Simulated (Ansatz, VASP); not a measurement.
Two plane-wave programs on CdS

```
Cd S
1.0
     0.00000    2.75324    2.75324
     2.75324    0.00000    2.75324
     2.75324    2.75324    0.00000
Cd S
1 1
Cartesian
  0.0000 0.0000 0.0000
  2.7532 2.7532 2.7532
```

Measurements of this composition are mostly on another form, of space group No. 186.

Alike in both runs: functional r2SCAN; k mesh 8 × 8 × 8; occupations fermi-dirac, width 0.05 eV; no spin polarisation.

|  | VASP | Ansatz |
| --- | --- | --- |
| version | VASP 6.6.1 | Ansatz 0.2.0 |
| potentials or method | VASP PAW PBE potentials, release 64 (Cd, S) | Ansatz PAW |
| plane-wave cutoff (eV) | 520 | 500 |
| valence electrons in the cell | 18 | 26 |
| task | single point | band structure |

Ansatz gave:

| Item | Value |
| --- | --- |
| gap on the k mesh at the Fermi level (eV) | 0.75 |
| least direct gap on the mesh (eV) | 2.18 |
| pressure (GPa) | -2.2 |

Question: What did VASP give for the same quantities?

Answer: gap on the k mesh at the Fermi level (eV): 0.73; least direct gap on the mesh (eV): 2.15; pressure (GPa): -1.8.

With one functional, cell and mesh, what is left measures potentials, basis and numerics. The two sets of potentials don't hold the same shells in valence.

Caveats: the PAW data sets were made with another functional, which shifts forces and pressure a little (VASP); the PAW data sets come from PBE, with cores solved anew for the run's functional, which leaves a small shift of forces and pressure (Ansatz). A k mesh can miss the band edges. r2SCAN opens gaps a little over a GGA but as a rule still falls short of measured ones.
